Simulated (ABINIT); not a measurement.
The system is Ge.

```
Ge
1.0
     3.99759    0.00000    0.00000
    -1.99879    3.46201    0.00000
     0.00000    0.00000    6.59938
Ge
4
Direct
  0.33333 0.66667 0.93710
  0.66667 0.33333 0.43710
  0.33333 0.66667 0.56290
  0.66667 0.33333 0.06290
```

This isn't the form of Ge at room conditions, which is diamond.

```yaml
Program: ABINIT 10.8.3 (patched build)
Task: relaxation of cell and atoms
Functional: LDA
Potentials_or_basis: JTH PAW LDA v2.0
Cutoff: 599 eV
k_mesh: 7 × 7 × 3
Occupations: fermi-dirac, width 0.05 eV
Spin: no spin polarisation
```

At the start: pressure -1.7 GPa; volume 22.83 Å³/atom.

Where does the relaxation end?

Over 3 steps the energy falls by 3.1 meV/atom and the volume is 22.23 Å³/atom (-2.7 %); space group P6_3/mmc (No. 194, to 0.05 Å).

The path:
```tsv
step	energy change (eV)	largest force (eV/Å)	pressure (GPa)	volume (Å³)
1	0.0000	0.0132	-1.68	91.33
2	-0.0045	0.0102	-1.36	90.86
3	-0.0125	0.0176	0.07	88.91
```

Final structure:
```
Ge
1.0
     3.96316    0.00000    0.00000
    -1.98158    3.43220    0.00000
     0.00000    0.00000    6.53607
Ge
4
Direct
  0.33333 0.66667 0.93714
  0.66667 0.33333 0.43714
  0.33333 0.66667 0.56286
  0.66667 0.33333 0.06286
```

Caveat: the atomic spheres overlap.
